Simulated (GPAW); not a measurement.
Crystal: Ag.

```
Ag
1.0
     2.93000    0.00000    0.00000
    -1.46500    2.53745    0.00000
     0.00000    0.00000    4.79000
Ag
2
Cartesian
  1.4650 0.8458 3.5925
  0.0000 1.6916 1.1975
```

This isn't the form of Ag at room conditions, which is fcc.

| Quantity | Value |
| --- | --- |
| Program | GPAW 26.7.0 |
| Task | relaxation of cell and atoms |
| Functional | PBEsol |
| Dispersion | D3 |
| Potentials or basis | PAW data sets generated in the run's folder for this functional |
| Cutoff | 600 eV |
| Basis | pw |
| k mesh | 8 × 8 × 4 |
| Occupations | fermi-dirac, width 0.05 eV |
| Spin | no spin polarisation |

At the start: pressure -9.4 GPa; volume 17.81 Å³/atom.

Task: How do energy, volume and symmetry change on relaxing?

Result: Over 9 steps the energy falls by 55.5 meV/atom and the volume is 16.14 Å³/atom (-9.4 %); space group P6_3/mmc (No. 194, to 0.05 Å).

Step by step:
| step | energy change (eV) | largest force (eV/Å) | pressure (GPa) | volume (Å³) |
| --- | --- | --- | --- | --- |
| 1 | 0.0000 | 0.0000 | -9.44 | 35.61 |
| 2 | -0.0428 | 0.0000 | -7.75 | 34.82 |
| 3 | -0.1052 | 0.0000 | 2.35 | 31.75 |
| 4 | -0.1092 | 0.0000 | -0.28 | 32.38 |
| 5 | -0.1093 | 0.0000 | 0.00 | 32.31 |
| 6 | -0.1094 | 0.0000 | 0.21 | 32.26 |
| 7 | -0.1098 | 0.0000 | 0.38 | 32.21 |
| 8 | -0.1104 | 0.0000 | 0.33 | 32.23 |
| 9 | -0.1111 | 0.0001 | 0.13 | 32.28 |

Final structure:
```yaml
crystal:
  lattice:
    - [2.86136, 0.00000, 0.00000]
    - [-1.43068, 2.47801, 0.00000]
    - [0.00000, 0.00000, 4.55286]
  atoms:
    - { symbol: Ag, position: [0.66667, 0.33333, 0.75000] }
    - { symbol: Ag, position: [0.33333, 0.66667, 0.25000] }
```

Caveat: later steps reuse the first step's grids; pairwise dispersion overbinds metals, which lowers pressure and volume.
